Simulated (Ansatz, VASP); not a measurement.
This is a calculation of SiC for VASP 6.6.1.

File INCAR:

```
PREC = Accurate
ENCUT = 680
EDIFF = 1E-6
ISMEAR = -1
SIGMA = 0.05
LREAL = F
LASPH = T
NELM = 60
ALGO = Fast
ISIF = 3
LWAVE = F
LCHARG = F
GGA = PE
IBRION = 2
NSW = 60
EDIFFG = -0.01
```

Contents of KPOINTS:

```
Automatic mesh
0
Gamma
  10 10 3
```

The input POSCAR:

```
SiC
1.0
    3.0756941497      0.0000000000      0.0000000000
   -1.5378470748      2.6636292679      0.0000000000
    0.0000000000      0.0000000000     10.0706464800
Si C
4 4
Direct
    0.0000000000      0.0000000000      0.1878943800
    0.0000000000      0.0000000000      0.6878943800
    0.3333333333      0.6666666667      0.4378419800
    0.6666666667      0.3333333333      0.9378419800
    0.0000000000      0.0000000000      0.0004600500
    0.0000000000      0.0000000000      0.5004600500
    0.3333333333      0.6666666667      0.2498025900
    0.6666666667      0.3333333333      0.7498025900
```

Potentials or basis: VASP PAW PBE potentials, release 64 (Si_GW, C_GW).

Run with:

```console
$ cat potpaw_PBE.64/Si_GW/POTCAR potpaw_PBE.64/C_GW/POTCAR > POTCAR
$ mpirun -np 1 vasp_std > vasp.out
```

Translate it to Ansatz 0.2.0. Potentials there: Ansatz PAW.

As run (the cutoff follows the program's own potentials):

Contents of input.yaml:

```yaml
crystal:
  lattice:
    - [3.0756941497, 0.0, 0.0]
    - [-1.5378470748, 2.6636292679, 0.0]
    - [0.0, 0.0, 10.07064648]
  atoms:
    - { symbol: Si, position: [0.0, 0.0, 0.18789438] }
    - { symbol: Si, position: [0.0, 0.0, 0.68789438] }
    - { symbol: Si, position: [0.3333333333, 0.6666666667, 0.43784198] }
    - { symbol: Si, position: [0.6666666667, 0.3333333333, 0.93784198] }
    - { symbol: C, position: [0.0, 0.0, 0.00046005] }
    - { symbol: C, position: [0.0, 0.0, 0.50046005] }
    - { symbol: C, position: [0.3333333333, 0.6666666667, 0.24980259] }
    - { symbol: C, position: [0.6666666667, 0.3333333333, 0.74980259] }
hamiltonian:
  xc: pbe
  pseudopotentials: { kind: paw }
kpoints:
  mp_grid: { grid: [10, 10, 3] }
scf:
  occupations: { method: fermi_dirac, width: 0.05 }
output:
  forces: true
  stress: true
relax:
  f_tol: 0.01
  max_steps: 40
  cell: { stress_tol: 0.05 }
```

Potentials or basis: Ansatz PAW.

Launch:

```bash
$ ansatz run input.yaml --threads 4 --pin off --max-ram 11264MiB --backend cpu --events-out ev --progress --plain --runs-dir out
```

Both were run:

|  | VASP | Ansatz | Ansatz less VASP |
| --- | --- | --- | --- |
| relaxed volume (Å³/atom) | 10.50 | 10.50 | -0.004 |
| relaxed cell length with the largest relative difference (Å) | 3.095 | 3.094 | -0.0004 |
| energy change over the relaxation (meV/atom) | -2 | -2 | +0.1 |

Caveats: the plane-wave basis is chosen anew once the cell has moved, so the energies of steps on either side of that aren't comparable (Ansatz). A k mesh can miss the band edges.
